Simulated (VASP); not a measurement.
A run of VASP 6.6.1 is set up as follows.

File INCAR:

```
SYSTEM = Mg
PREC     = Accurate       ! precision mode
ENCUT    = 600            ! plane-wave cutoff, eV
EDIFF    = 1E-7           ! SCF threshold, eV
ISMEAR   = -1             ! smearing method
SIGMA    = 0.05           ! smearing width, eV
LREAL    = .False.        ! projectors in reciprocal space
LASPH    = .True.         ! aspherical terms in the spheres
NELM     = 100            ! most SCF steps
ALGO     = Fast           ! electronic algorithm
ISIF     = 3              ! what is computed and relaxed
LWAVE    = .False.        ! write WAVECAR
LCHARG   = .False.        ! write CHGCAR
GGA      = RP             ! functional
IVDW     = 11             ! dispersion correction
IBRION   = 2              ! ionic algorithm
NSW      = 60             ! ionic steps
EDIFFG   = -0.01          ! ionic threshold
```

KPOINTS

```
Automatic mesh
0
Gamma
  10 10 5
  0 0 0
```

The input POSCAR:

```
Mg
1.0
    3.2093000000      0.0000000000      0.0000000000
   -1.6046500000      2.7793353284      0.0000000000
    0.0000000000      0.0000000000      5.2103000000
Mg
2
Direct
    0.6666666667      0.3333333333      0.7500000000
    0.3333333333      0.6666666667      0.2500000000
```

Potentials or basis: VASP PAW PBE potentials, release 64 (Mg).

Command:

```sh
$ cat potpaw_PBE.64/Mg/POTCAR > POTCAR
$ mpirun -np 1 vasp_std > vasp.out
```

Task: What does it give for the band gap on the k mesh?

Result: None (metal or under the smearing width).

Task: What does it give for the dispersion energy per atom?

Result: -0.346 eV.

Task: Predict the space group after relaxing (to 0.05 Å).

Result: P6_3/mmc (No. 194).

Step by step:
```
step  energy change (eV)  largest force (eV/Å)  pressure (GPa)  volume (Å³)
   1              0.0000                0.0000            0.20        46.47
   2             -0.0017                0.0000            0.08        46.67
   3             -0.0044                0.0000           -0.29        47.24
   4             -0.0044                0.0000           -0.23        47.15
   5             -0.0044                0.0000           -0.25        47.18
   6             -0.0047                0.0000           -0.04        46.87
   7             -0.0047                0.0000           -0.07        46.92
   8             -0.0048                0.0000           -0.01        46.82
```

Caveat: the PAW data sets were made with another functional, which shifts forces and pressure a little; pairwise dispersion overbinds metals, which lowers pressure and volume. Zero-point motion and thermal expansion aren't in these numbers.
